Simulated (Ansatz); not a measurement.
**BaTiO$_{3}$: excitons and shallow donors from band masses and screening**

Theory: DFT PBE, scalar-relativistic, plane waves, PAW (Ansatz).

Cutoff 420 eV; k points 6×6×6 on the computed 5-atom cell (Γ-centred); Gaussian smearing, width 0.02 eV; no spin polarisation.

Relaxed cell: R3m, a = 5.726 Å, b = 5.726 Å, c = 7.069 Å, α = 90.00°, β = 90.00°, γ = 120.00°, 5 atoms in the primitive cell. Whether it is the stable form of this composition wasn't checked.

The calculation gives a Kohn–Sham gap of 2.62 eV, an electron mass of 1.69 mₑ and a hole mass of 1.56 mₑ (harmonic means over x, y, z and over the bands degenerate at each edge), and ε∞ = 5.93 (independent particles, mean of the diagonal). Masses and screening differ among the axes, which the isotropic model averages.

Problem. Estimate the binding energy and radius of a Wannier–Mott exciton and of a shallow donor, and say whether the hydrogenic model can hold.

Solution. The reduced mass is μ = mₙmₕ/(mₙ + mₕ) = 0.81 mₑ, with mₙ and mₕ the band masses. With E_b = 13.606 eV × μ/ε² and a = 0.529 Å × ε/μ (μ in mₑ) the exciton has E_b = 314 meV and a = 3.9 Å. For a donor μ is the electron mass: 654 meV and 1.9 Å. The radius isn't large against the shortest lattice vector (4.06 Å), so the continuum picture is doubtful and the numbers are only a scale. In a polar crystal the ions screen too, so a state bound more weakly than an optical phonon feels the larger static constant, which lowers the energy and widens the orbit. The other way, the small Kohn–Sham gap and the missing local fields make ε∞ too large and the masses tend to be too light, which underbinds. The edges lie at different points of the zone, so the exciton is indirect.

Spin-orbit coupling is left out, which matters for the bands of heavy elements.